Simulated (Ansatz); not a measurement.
Crystal: Ag.

```
CELL_PARAMETERS angstrom
-1.65565 1.65565 1.65565
1.65565 -1.65565 1.65565
1.65565 1.65565 -1.65565
ATOMIC_POSITIONS crystal
Ag 0.00000 0.00000 0.00000
```

This isn't the form of Ag at room conditions, which is fcc.

Base run:

```yaml
Program: Ansatz 0.2.0
Functional: BLYP
Potentials_or_basis: Ansatz PAW
Cutoff: "420 eV (not typed: the program's choice for these potentials)"
k_mesh: 11 × 11 × 11
Occupations: fermi-dirac, width 0.05 eV
Spin: no spin polarisation
```

Its results: band gap on the k mesh none (metal or under the smearing width); pressure 5.6 GPa.

Task: After a change of settings the same cell gave: band gap on the k mesh none (metal or under the smearing width); pressure 1.9 GPa. Which change was it?
A. functional from BLYP to PBEsol
B. functional from BLYP to r2SCAN; cutoff from 420 eV (not typed: the program's choice for these potentials) to 500 eV (not typed: the program's choice for these potentials)
C. functional from BLYP to revPBE
D. functional from BLYP to PBE; occupations from fermi-dirac, width 0.05 eV to gaussian, width 0.012 eV

Result: C.

Caveats: the PAW data sets come from PBE, with cores solved anew for the run's functional, which leaves a small shift of forces and pressure.
